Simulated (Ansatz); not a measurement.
One crystal and one scan (energy against volume) at two levels, PBE (plane waves to 420 eV, PAW, scalar-relativistic; Ansatz, a program for electronic structure) and r2SCAN (plane waves to 500 eV, PAW, scalar-relativistic; Ansatz), each from its own relaxed cell and on its own mesh. The cell shown is that of PBE.

BaSnO3 (cubic perovskite)

```
BaSnO3
1.0
    4.17608     0.00000     0.00000
    0.00000     4.17608     0.00000
    0.00000     0.00000     4.17608
Ba Sn O
1 1 3
Cartesian
  0.00000   0.00000   0.00000
  2.08804   2.08804   2.08804
  0.00000   2.08804   2.08804
  2.08804   2.08804   0.00000
  2.08804   0.00000   2.08804
```

Equation-of-state scan: isotropic scaling of the cell above, V₀ being its volume. Symmetry pins the atoms to their sites.

E stands for the smeared free energy. BaSnO3 was relaxed with its symmetry unable to fall. Percentages come from the unrounded values. Both scans cover V/V₀ from 0.900 to 1.100.

Results of PBE:

```
Item                                                     Value
-------------------------------------------------------  -----
Lattice constant a (Å)                                   4.176
Pressure at the smallest volume (GPa)                     18.3
Energy cost of the largest compression (meV/atom)         75.1
Energy cost of the largest expansion (meV/atom)           49.6
Bulk modulus B₀ (third-order Birch-Murnaghan fit) (GPa)  132.8
Pressure derivative B₀′ (fit)                              5.1
Pressure for 5 % compression (fit) (GPa)                   7.8
```

Question: What does r2SCAN give for the same quantities?

Answer: 
```csv
quantity,r2SCAN,PBE − r2SCAN
Lattice constant a (Å),4.131,+0.045 (+1.1 %)
Pressure at the smallest volume (GPa),21.4,-3.1 (-14 %)
Energy cost of the largest compression (meV/atom),85.2,-10.1 (-12 %)
Energy cost of the largest expansion (meV/atom),57.9,-8.3 (-14 %)
Bulk modulus B₀ (third-order Birch-Murnaghan fit) (GPa),158.0,-25.2 (-16 %)
Pressure derivative B₀′ (fit),4.8,+0.3 (+7 %)
Pressure for 5 % compression (fit) (GPa),9.2,-1.4 (-15 %)
```

PBE gives the higher value for: lattice constant a; pressure derivative B₀′. PBE gives the lower value for: pressure at the smallest volume; energy cost of the largest compression; energy cost of the largest expansion; bulk modulus B₀; pressure for 5 % compression. For the lattice constant a the reference is 4.116 Å (measured, room temperature or unstated; as given in Woong-Jhae Lee, Hyung Joon Kim, Jeonghun Kang et al., Annual Review of Materials Research (2017), arXiv:1707.09778): it holds thermal shifts, so no verdict is drawn. 

(Under strain, the slope of the energy per volume gives the stress and its curvature an elastic modulus.)
